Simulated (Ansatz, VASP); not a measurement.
## One calculation of Zn, two programs

File INCAR:

```
PREC = Accurate ; ENCUT = 520
EDIFF = 1E-6 ; ISMEAR = 0
SIGMA = 0.1 ; LREAL = F
LASPH = T ; NELM = 80
ALGO = Normal ; ISIF = 2
LWAVE = F ; LCHARG = T
GGA = CA ; LELF = T
LVHAR = T ; NBANDS = 19
```

Contents of KPOINTS:

```
Automatic mesh
0
Gamma
  14 14 7
```

The input POSCAR:

```
Zn
1.0
    2.5709734941      0.0000000000      0.0000000000
   -1.2854867470      2.2265283583      0.0000000000
    0.0000000000      0.0000000000      4.7361908757
Zn
2
Direct
    0.3333333333      0.6666666667      0.2500000000
    0.6666666667      0.3333333333      0.7500000000
```

Input for Ansatz:

```yaml
crystal:
  lattice:
    - [2.5709734941, 0.0, 0.0]
    - [-1.285486747, 2.2265283583, 0.0]
    - [0.0, 0.0, 4.7361908757]
  atoms:
    - { symbol: Zn, position: [0.3333333333, 0.6666666667, 0.25] }
    - { symbol: Zn, position: [0.6666666667, 0.3333333333, 0.75] }
hamiltonian:
  xc: lda
  pseudopotentials:
    kind: paw
    azcp:
      Zn: "pseudopotentials/Zn.paw.azcp"
basis:
  ecutwfc: 420
  fft_grid_basis: typed
kpoints:
  mp_grid: { grid: [14, 14, 7], shift: [0, 0, 0] }
magnetization:
  spin_polarized: false
scf:
  occupations: { method: gaussian, width: 0.1 }
  lower_state_search: "off"
output:
  stress: true
```

Alike in both runs: task single point; functional LDA; k mesh 14 × 14 × 7; occupations gaussian, width 0.1 eV; no spin polarisation.

|  | VASP | Ansatz |
| --- | --- | --- |
| version | VASP 6.6.1 | Ansatz 0.2.0 |
| potentials or method | VASP PAW LDA potentials, release 64 (Zn) | plane waves (420 eV) with PAW, scalar-relativistic |
| plane-wave cutoff (eV) | 520 | 420 |
| valence electrons in the cell | 24 | 24 |

|  | VASP | Ansatz | Ansatz less VASP |
| --- | --- | --- | --- |
| pressure (GPa) | 0.7 | 0.0 | -0.73 |
| largest component of the traceless stress (GPa) | 1.85 | 1.67 | -0.188 |

Ansatz warned: «pseudo_functional_mismatch».
